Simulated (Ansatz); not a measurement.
What a change of settings does to a run on As

The structure is an experimental refinement, used without relaxation. The listed cell was then made from it by scaling, straining or moving an atom.

First run: DFT, PBE, all-electron LAPW, scalar-relativistic (Ansatz 0.2.0).

Command: `ansatz run input.yaml --threads 1 --pin off --max-ram 2048MiB --backend cpu --events-out ev --progress --plain --runs-dir out` The run took 65 s on 1 thread of Intel(R) Xeon(R) Platinum 8175M CPU @ 2.50GHz (Skylake/Cascade Lake), with other jobs on the host, peak memory 0.72 GiB.

```yaml
crystal:
  lattice:
    - [1.9185112564, 1.1076529903, 3.3463392]
    - [-1.9185112564, 1.1076529903, 3.3463392]
    - [0.0, -2.2153059806, 3.3463392]
  atoms:
    - { symbol: As, position: [0.22754, 0.22754, 0.22754] }
    - { symbol: As, position: [0.77246, 0.77246, 0.77246] }
kpoints:
  mp_grid: { grid: [13, 13, 13] }
scf:
  occupations: { method: fermi_dirac, width: 0.05 }
hamiltonian:
  xc: pbe
  pseudopotentials: { kind: all_electron, lapw: { basis_error: 0.001 } }
output:
  forces: true
  stress: true
  eigenvalues: true
```

Result: converged; pressure 2.54 GPa; largest force 0.368 eV/Å; no gap on the k mesh; 9 SCF iterations.

The input is then changed:

```diff
@@ -10,7 +10,7 @@
   mp_grid: { grid: [13, 13, 13] }
 scf:
-  occupations: { method: fermi_dirac, width: 0.05 }
+  occupations: { method: gaussian, width: 0.05 }
 hamiltonian:
-  xc: pbe
+  xc: rpbe
   pseudopotentials: { kind: all_electron, lapw: { basis_error: 0.001 } }
 output:
@@ -18,3 +18,4 @@
   stress: true
   eigenvalues: true
+accuracy: high
```

(1) Predict the outcome of the changed run.

## Answers

(1) It converged; pressure 4.25 GPa; largest force 0.396 eV/Å; no gap on the k mesh; 9 SCF iterations.
